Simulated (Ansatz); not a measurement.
# Bi: input and output

The input, for Ansatz 0.2.0 (plane waves, PAW):

```yaml
crystal:
  lattice:
    - [3.463898, 0.0, 0.0]
    - [1.730613, 2.999098, 0.0]
    - [0.0, 0.0, 31.12002]
  atoms:
    - { symbol: Bi, position: [0.07465, 0.071948, 0.038102] }
    - { symbol: Bi, position: [0.419906, 0.598995, 0.132442] }
    - { symbol: Bi, position: [0.924095, 0.85536, 0.227474] }
    - { symbol: Bi, position: [0.16707, 0.063376, 0.317819] }
    - { symbol: Bi, position: [0.479059, 0.530827, 0.40498] }
    - { symbol: Bi, position: [0.813478, 0.832949, 0.490223] }
    - { symbol: Bi, position: [0.11784, 0.180241, 0.585387] }
    - { symbol: Bi, position: [0.479513, 0.578264, 0.672237] }
kpoints:
  mp_grid: { grid: [6, 6, 1], shift: [0.0, 0.0, 0.0] }
magnetization:
  spin_polarized: false
scf:
  occupations: { method: fermi_dirac }
  lower_state_search: "off"
  max_iter: 200
hamiltonian:
  pseudopotentials: { kind: paw }
  xc: mr2scan
basis:
  ecutwfc: 500
  fft_grid_basis: typed
output:
  forces: true
  stress: true
  eigenvalues: true
  populations: true
  elf: true
  write_potential: true
  volumetric_format: npy
  dos:
    e_range: [-12, 8]
    de: 0.05
    projected: { site_lists: { Bi: [Bi] } }
    method: { smearing: { sigma: 0.1, scheme: gaussian } }
checkpoint:
  read: saved_state
```

The saved state is an earlier solution for the same cell, perhaps on another mesh. 

Parts of the output:

```
Pseudopotentials: kind: paw
Pseudopotential: Bi, paw, valence charge 15, recommended cutoff 500 eV (meta_gga), Bi.paw.azcp
Functional definition: m-r2SCAN
  exchange = m_r2scan_x
  correlation = m_r2scan_c
Crystal: 8 atoms, lattice volume = 323.292 Å³
Basis set: ecut = 500 eV, 8205 PW (Γ), exchange–correlation on 108×108×960 points (64 copies of the dense FFT grid, shifted against one another)
Bands: 72, of which v1, the nominal top of the filled ones, is band 60 counted from 1 (59 counted from 0)
Symmetry: 1 space group operations
Space group: P1 (ITA 1), of the structure as read, at distance tolerance 6.9e-5 Å
k-points: 20 of 36 (time reversal used)
Initial density: read from a saved state, or passed on in memory by an earlier SCF of this step, an earlier step, the calling program or the single point that the run made first
Functional: x = mr2scan, c = mr2scan; τ floored in thin density (d = 2e-4 eV/Å³)
SCF iter   1: F=-99284.2755 eV  Δρ=1.78e-3  dr2=1.70e0  dr2_τ=3.66e-3
SCF iter   2: F=-99285.9356 eV  Δρ=5.81e-4  dr2=1.27e-2  dr2_τ=4.52e-4  defer=1
SCF iter   3: F=-99285.9417 eV  Δρ=3.76e-4  dr2=4.06e-3  dr2_τ=2.59e-5  defer=1
SCF iter   4: F=-99285.9451 eV  Δρ=6.03e-5  dr2=3.23e-4  dr2_τ=3.67e-7  defer=1
SCF iter   5: F=-99285.9454 eV  Δρ=2.30e-5  dr2=4.41e-6  dr2_τ=6.28e-8  defer=1
SCF iter   6: F=-99285.9455 eV  Δρ=8.96e-6  dr2=6.05e-7  dr2_τ=1.15e-8  defer=1
SCF iter   7: F=-99285.9455 eV  Δρ=1.80e-6  dr2=4.66e-8  dr2_τ=5.50e-10
Free energy (F): -99285.9455 eV
Harris-Foulkes:  -99285.9455 eV  (|F-HF|=5.79e-8)
Internal energy: -99285.8209 eV  (E = F + TS)
E sigma→0 (E₀):  -99285.8832 eV
Entropy (-TS):   -0.1246 eV (-15.572 meV/atom)
Fermi energy:    8.1490 eV
--- Per-component energies (eV) ---
  E_band       = -1179.4328
  E_kinetic    = 2413.7946
  E_local      = -62744.2736  (includes V_loc(G=0)·N_el)
  E_nonlocal   = 4490.2562
  E_hartree    = 29096.7234
  E_xc         = -1128.3082
  E_vxc        = -1255.3690  (∫ρ·V_xc dr)
  E_paw        = -85508.6187  (= ΣΔE_a)
  E_vpaw       = -2364.8682  (= ΣTr[D̂ρ^β])
  E_aug_tail   = -0.0021  (compensation charges beyond the density's cutoff)
  E_vtau       = 87.5933  (kinetic-family band-sum trace: ∫τ·v_τ [+ j·A + Jᵃ·Aᵃ] dr)
  E_ewald      = 14087.6030
  E_core_change = 7.0044  (= ΣΔE_core)
  E_smearing   = -0.1246  (= −TS)
--- Forces (eV/Å), atoms counted from 1 ---
  atom   1  Bi    -0.0046    -0.2261     0.2344
  atom   2  Bi    -0.0748     0.2539    -0.4777
  atom   3  Bi     0.0394    -0.0355    -0.3983
  atom   4  Bi     0.0562     0.1055    -0.2220
  atom   5  Bi    -0.0654    -0.1058     0.1932
  atom   6  Bi     0.0520     0.0074     0.3371
  atom   7  Bi    -0.0029     0.0088     0.1280
  atom   8  Bi     0.0000    -0.0082     0.2053
--- Stress (GPa, compression-positive) ---
        1.8504       0.0514       0.2175
        0.0514       2.1129       0.1679
        0.2175       0.1679       3.7147
  P = ⅓ Tr σ = 2.5593 GPa (25.593 kbar)
--- Löwdin populations: 8 sites ---
  site symbol       q [e]
     0     Bi     14.9745
     1     Bi     14.9255
     2     Bi     14.9617
     3     Bi     14.9508
     4     Bi     14.9117
     5     Bi     14.9625
     6     Bi     14.9246
     7     Bi     14.9629
  spilling = 0.0035 (of n_electrons = 120.0000)
```

Origin: a slab in vacuum, so it need not be a known compound. Caveats: the exchange-correlation potential is rough where the density is thin; the k mesh is coarse if the cell is a metal; stress is the mean over slab and vacuum; m-r2SCAN is r2SCAN with a changed spin dependence that lowers moments.
